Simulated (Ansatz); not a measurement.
## Nuclear-site quantities of Fe as the cell is scaled

```
Fe
1.0
     0.00000    1.94174    1.96511
     1.49844    0.00000    1.96511
     1.49844    1.94174    0.00000
Fe
1
Cartesian
  0.0000 0.0000 0.0000
```

The conventional cell has a = 2.997 Å, b = 3.883 Å, c = 3.930 Å, α = 90.00°, β = 90.00°, γ = 90.00°. Fe (atom 1) is surrounded by 12 Fe at 2.45 to 2.76 Å.

The cell is the one relaxed in the Materials Project (mp-1271068), not relaxed further here; entries there can be hypothetical.

Other magnetic orders may lie lower; this is the state that the run reached.

Theory: Ansatz 0.2.0, DFT, PBE, all-electron PAW with datasets made for the crystal, scalar-relativistic.

Settings: a Γ-centred 16×16×16 k mesh, Fermi–Dirac smearing of 0.05 eV, cutoff 320 eV (chosen by the program for this cell), spin-polarised from start moments Fe 3 μB.

The contact density is the mean electron density over the nuclear volume; its changes set Mössbauer isomer shifts. B(contact) includes core polarisation and is positive along the moment of the spin-up electrons. Changes below are taken from the unscaled cell, where it is 100641 e/Å³ at Fe.

Volumes at which the program chose other datasets or cutoffs are left out.

B(contact) is what remains of large core and valence terms of opposite sign; semilocal functionals underestimate the core part, so small values are uncertain even in sign.

The datasets are made afresh for each cell, so very small changes are uncertain.

Q: Does compression raise or lower the contact density at Fe?

A: It raises it, by 1.63 e/Å³ over the whole range.

Q: Tabulate the changes with volume.

A: 
```json
{"V/V(cell)": "0.9900", "P (GPa)": "1.3", "Δρ(0) Fe (e/Å³)": "0.33", "B(contact) Fe (T)": "-28.9", "cell moment (μB)": "2.18"}
{"V/V(cell)": "1.0000", "P (GPa)": "-0.6", "Δρ(0) Fe (e/Å³)": "0.00", "B(contact) Fe (T)": "-29.2", "cell moment (μB)": "2.20"}
{"V/V(cell)": "1.0100", "P (GPa)": "-2.4", "Δρ(0) Fe (e/Å³)": "-0.33", "B(contact) Fe (T)": "-29.5", "cell moment (μB)": "2.21"}
{"V/V(cell)": "1.0200", "P (GPa)": "-4.0", "Δρ(0) Fe (e/Å³)": "-0.65", "B(contact) Fe (T)": "-29.8", "cell moment (μB)": "2.23"}
{"V/V(cell)": "1.0400", "P (GPa)": "-7.0", "Δρ(0) Fe (e/Å³)": "-1.30", "B(contact) Fe (T)": "-30.5", "cell moment (μB)": "2.28"}
```
